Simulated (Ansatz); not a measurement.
A (110) slab of WC (P-6m2 (No. 187)), 8 planes, outer planes WC (top) and WC (bottom), with 16 atoms (W8C8) in a surface cell of A = 14.195 Å², as cut from the bulk:

```yaml
crystal:
  lattice:
    - [2.82761, 0.00000, 0.00000]
    - [0.00000, 5.02020, 0.00000]
    - [0.00000, 0.00000, 25.14445]
  atoms:
    - { symbol: W, position: [0.00000, 0.50000, 0.29828] }
    - { symbol: C, position: [0.50000, 0.83333, 0.29828] }
    - { symbol: W, position: [0.00000, 0.00000, 0.35591] }
    - { symbol: C, position: [0.50000, 0.33333, 0.35591] }
    - { symbol: W, position: [0.00000, 0.50000, 0.41355] }
    - { symbol: C, position: [0.50000, 0.83333, 0.41355] }
    - { symbol: W, position: [0.00000, 0.00000, 0.47118] }
    - { symbol: C, position: [0.50000, 0.33333, 0.47118] }
    - { symbol: W, position: [0.00000, 0.50000, 0.52882] }
    - { symbol: C, position: [0.50000, 0.83333, 0.52882] }
    - { symbol: W, position: [0.00000, 0.00000, 0.58645] }
    - { symbol: C, position: [0.50000, 0.33333, 0.58645] }
    - { symbol: W, position: [0.00000, 0.50000, 0.64409] }
    - { symbol: C, position: [0.50000, 0.83333, 0.64409] }
    - { symbol: W, position: [0.00000, 0.00000, 0.70172] }
    - { symbol: C, position: [0.50000, 0.33333, 0.70172] }
```

These are results of Ansatz 0.2.0, DFT PBEsol, scalar-relativistic, plane waves, PAW, not measurements. Plane waves to 420 eV, a k mesh through Γ of 12×7×1 on the computed 16-atom cell and Gaussian smearing (0.10 eV); no spin polarisation.

Against the same 16 atoms in the bulk, the slab as cut lies 8.338 eV higher and the relaxed slab 7.408 eV higher.

(1) Work out the surface energy before and after relaxation.

(2) What is the ideal work of this cut, per area?

## Answers

(1) The slab has two faces, so γ = (E_slab − N·E_bulk)/(2A), the mean of both. As cut: 8.338/(2 × 14.195) = 0.2937 eV/Å², and 1 eV/Å² = 16.02 J/m², so γ = 4.70 J/m². Relaxed: 7.408/(2 × 14.195) = 0.2609 eV/Å² = 4.18 J/m². Relaxation recovers 11 % of the cost of cutting.

(2) Griffith's ideal work is 2γ: 9.41 J/m² if the new faces stay rigid, 8.36 J/m² if they relax. One thickness was run, 8 planes, so γ can still shift with it.